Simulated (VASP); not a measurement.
A run of VASP 6.6.1:

Contents of INCAR:

```
SYSTEM = CdO
ALGO = Normal
EDIFF = 1E-7
EDIFFG = -0.005
ENCUT = 580
GGA = PS
IBRION = 2
ISIF = 3
ISMEAR = 0
LASPH = .True.
LCHARG = .False.
LREAL = .False.
LWAVE = .False.
NELM = 100
NSW = 90
PREC = Accurate
SIGMA = 0.1
```

KPOINTS

```
k-points
0
Gamma
  16 16 16
  0 0 0
```

Contents of POSCAR:

```
CdO
1.0
    0.0000000000      2.3609927700      2.3609927700
    2.3609927700      0.0000000000      2.3609927700
    2.3609927700      2.3609927700      0.0000000000
Cd O
1 1
Direct
    0.0000000000      0.0000000000      0.0000000000
    0.5000000000      0.5000000000      0.5000000000
```

Potentials or basis: VASP PAW PBE potentials, release 64 (Cd, O).

The run is started by

```console
$ cat potpaw_PBE.64/Cd/POTCAR potpaw_PBE.64/O/POTCAR > POTCAR
$ mpirun -np 1 vasp_std > vasp.out
```

Hardware: 1 thread of Intel(R) Xeon(R) Platinum 8488C (Sapphire Rapids), with other jobs on the host.

**Question.** How long does it take, and how much memory?

**Answer.** It took 68 s on 1 thread of Intel(R) Xeon(R) Platinum 8488C (Sapphire Rapids) (shared host), peak memory 0.21 GiB. Counts: scf iterations 29, k points 145, ion steps 3.
